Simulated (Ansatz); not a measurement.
What a change of settings does to a run on Cl

The cell was built from the hcp type and relaxed in the same program, and has space group P6_3/mmc; it needn't be a known or the stable phase.

First run: DFT, PBE, PAW with Ansatz's default frozen-core files, scalar-relativistic (Ansatz 0.2.0).

Command: `ansatz run input.yaml --threads 1 --pin off --max-ram 2048MiB --backend cpu --events-out ev --progress --plain --runs-dir out` The run took about 26 s on 1 thread of a shared machine.

```yaml
crystal:
  lattice:
    - [3.6681474708, 0.0, 0.0]
    - [-1.8340737354, 3.1767088945, 0.0]
    - [0.0, 0.0, 3.9242178968]
  atoms:
    - { symbol: Cl, position: [0.3333333333, 0.6666666667, 0.25] }
    - { symbol: Cl, position: [0.6666666667, 0.3333333333, 0.75] }
kpoints:
  mp_grid: { grid: [19, 19, 10] }
  band_path:
    path:
      - [0.0, 0.0, 0.0]
      - [0.5, 0.0, 0.0]
      - [0.3333333333, 0.3333333333, 0.0]
      - [0.0, 0.0, 0.0]
      - [0.0, 0.0, 0.5]
      - [0.5, 0.0, 0.5]
      - [0.3333333333, 0.3333333333, 0.5]
      - [0.0, 0.0, 0.5]
      - [0.5, 0.0, 0.5]
    npoints: 14
scf:
  occupations: { method: fermi_dirac, width: 0.03 }
hamiltonian:
  xc: pbe
  pseudopotentials: { kind: paw }
output:
  forces: true
  stress: true
  eigenvalues: true
  efg: { contact_densities: true }
  populations: true
  bader: true
  dos: { projected: true, de: 0.2, e_range: [-14, 8] }
  write_density: true
  write_potential: true
  elf: true
  volumetric_format: npy
```

Result: converged; pressure 0.00 GPa; no gap on the k mesh; 6 SCF iterations.

A second input differs as follows:

```diff
@@ -23,4 +23,5 @@
 scf:
   occupations: { method: fermi_dirac, width: 0.03 }
+  max_iter: 60
 hamiltonian:
   xc: pbe
@@ -32,9 +33,5 @@
   efg: { contact_densities: true }
   populations: true
-  bader: true
-  dos: { projected: true, de: 0.2, e_range: [-14, 8] }
-  write_density: true
-  write_potential: true
-  elf: true
-  volumetric_format: npy
+basis:
+  ecutwfc: "20 eV"
```

**Question.** What is wrong with it, and what does the program do?

**Answer.** The fault is a cutoff far too low. The run refused before any iteration. The log ends:
```
Error: inconsistent input (basis.ecutwfc, kpoints): the smallest per-k basis holds n_pw = 6 plane waves (k-point 221, counted from 0 among those solved) but the deck needs at least 8 band(s) per channel, and no run solves more bands than the smallest per-k basis has plane waves; raise basis.ecutwfc until the smallest per-k basis, which caps the automatic band count, holds at least 8 plane waves
```
